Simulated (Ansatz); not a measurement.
Computed with DFT PBE, scalar-relativistic, plane waves, PAW in Ansatz. All cells share a 420 eV cutoff and Γ-centred k meshes spaced at most about 0.3 Å⁻¹ (about 0.25 or finer for metals, 2π included). No spin polarisation.

Temperature and zero-point effects are left out.

Two forms of Mo₃H were relaxed alike.

1.

Space group I4/mmm (No. 139). a = 3.126 Å, b = 3.126 Å, c = 10.273 Å, α = 90.00°, β = 90.00°, γ = 90.00°
```json
{"atom": "H", "site": "2b", "symmetry": "4/mmm", "x": "0.5000", "y": "0.5000", "z": "0.0000"}
{"atom": "Mo", "site": "4e", "symmetry": "4mm", "x": "0.5000", "y": "0.5000", "z": "0.1807"}
{"atom": "Mo", "site": "2a", "symmetry": "4/mmm", "x": "0.0000", "y": "0.0000", "z": "0.0000"}
```

2.

Space group I-4m2 (No. 119). a = 3.228 Å, b = 3.228 Å, c = 9.684 Å, α = 90.00°, β = 90.00°, γ = 90.00°
| atom | site | symmetry | x | y | z |
| --- | --- | --- | --- | --- | --- |
| H | 2d | -4m2 | 0.5000 | 0.0000 | 0.2500 |
| Mo | 4e | 2mm. | 0.5000 | 0.5000 | 0.1577 |
| Mo | 2a | -4m2 | 0.0000 | 0.0000 | 0.0000 |

**Question.** Which form is favoured at zero pressure, and by what margin per atom?

**Answer.** Cell 2 is lower, by 14 meV/atom. Cell 1 has space group I4/mmm (No. 139), 12.5 Å³/atom and no gap on its mesh; cell 2 has space group I-4m2 (No. 119), 12.6 Å³/atom and no gap. Counting Mo atoms around H (those within 1.25 times the shortest such distance or 1.15 times the sum of covalent radii, 1.27 where that leaves under three; a plus sign parts nearer from farther groups), cell 1 has H 2+4 and cell 2 has H 4. Even the lower one lies +0.15 eV/atom against the reference forms of the elements (uncorrected), so neither is stable at this level. Both come from invented guesses. The lowest form computed isn't among them: it has space group C2/m (No. 12), 12.4 Å³/atom and lies 53 meV/atom below the best shown.

For metals, differences of a few meV/atom aren't resolved. With hydrogen, zero-point motion can shift such differences by 10 meV/atom or more. Cells relaxed within their symmetry can be saddle points. Some candidate types were left out of the draw beforehand, so a known form may be missing.
